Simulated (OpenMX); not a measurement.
Runs of OpenMX 3.8.5 on Al. It takes space group Fm-3m (No. 225, cubic). Conventional cell: a = 3.881 Å, b = 3.881 Å, c = 3.881 Å, α = 90.00°, β = 90.00°, γ = 90.00°. Al (site symmetry m-3m) has 12 Al at 2.74 Å as nearest neighbours. 

```tsv
task	potentials or basis	cell	gap on the mesh (eV)	pressure (GPa)
single point	OpenMX 2013 PBE set, Al7.0-s2p2d1, grid cutoff 300 Ry	Fm-3m, 14.61 Å³/atom	none	10.6
single point	OpenMX 2013 PBE set, Al7.0-s2p2d1, grid cutoff 300 Ry	Fm-3m, 17.27 Å³/atom	none	(b)
band structure	OpenMX 2013 PBE set, Al7.0-s2p1d1, grid cutoff 300 Ry	Fm-3m, 16.6 Å³/atom	-	-0.6
single point	OpenMX 2013 PBE set, Al7.0-s2p2d1, grid cutoff 300 Ry	Fm-3m, 16.6 Å³/atom	none	-1.6
single point	OpenMX 2013 PBE set, Al7.0-s2p2d1, grid cutoff 300 Ry	Fm-3m, 17.93 Å³/atom	none	-6.2
single point	OpenMX 2013 PBE set, Al7.0-s2p2d1, grid cutoff 300 Ry	Fm-3m, 15.94 Å³/atom	none	1.7
band structure	OpenMX 2013 PBE set, Al7.0-s2p2d1, grid cutoff 300 Ry	Fm-3m, 16.6 Å³/atom	-	-1.6
band structure	OpenMX 2013 PBE set, Al7.0-s3p2d2, grid cutoff 300 Ry	Fm-3m, 16.6 Å³/atom	-	(a)
```

Alike in all rows: level PBE; no spin polarisation; k mesh 9 × 9 × 9; smearing fermi-dirac 0.05 eV.

Estimate the missing entries.

(a) -1.1; (b) -4.2.

Caveats: the basis of atomic orbitals isn't converged, which shifts pressures, moduli and gaps.

A gap of «none» marks a metal or a gap under the smearing width.
